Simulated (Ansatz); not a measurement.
MnAs in Ansatz: the effect of target pressure

The system is MnAs.

```xyz
4
Lattice="3.7100 0.0000 0.0000 -1.8550 3.2130 0.0000 0.0000 0.0000 5.6910" Properties=species:S:1:pos:R:3 pbc="T T T"
As    1.8550    1.0710    4.2683
As    0.0000    2.1420    1.4227
Mn    0.0000    0.0000    2.8455
Mn    0.0000    0.0000    0.0000
```

Alike in all runs:

- Program: Ansatz 0.2.0
- Task: relaxation of cell and atoms
- Functional: PBEsol
- Potentials or basis: Ansatz PAW
- Cutoff: 420 eV (not typed: the program's choice for these potentials)
- k mesh: 8 × 8 × 5
- Occupations: fermi-dirac, width 0.05 eV
- Spin: collinear spin, ferromagnetic start
- Starting moments: [0.0, 0.0, 4.0, 4.0] μB

Each run relaxes the cell or the atoms first.

```tsv
target pressure	relaxed volume (Å³/atom)	moment (μB)
0 GPa	14.73	4.84
2 GPa	?	?
5 GPa	14.08	4.38
10 GPa	13.59	4.01
```

Problem. What does the run with target pressure 2 GPa give?

Solution. Relaxed volume 14.43 Å³/atom; moment 4.62 μB.

Worked out: A straight line through the other rows of the relaxed volume, of slope -0.114 Å³/atom per GPa, gives 14.48 Å³/atom, against the run's 14.43. A straight line through the other rows of the moment, of slope -0.083 μB per GPa, gives 4.66 μB, against the run's 4.62.

Caveats: the plane-wave basis is chosen anew once the cell has moved, so the energies of steps on either side of that aren't comparable; only a ferromagnetic start was run, and an antiferromagnetic order may lie lower in energy; the PAW data sets come from PBE, with cores solved anew for the run's functional, which leaves a small shift of forces and pressure; the volume moved by over 15 % at a fixed basis, so the end points are rough (some runs).
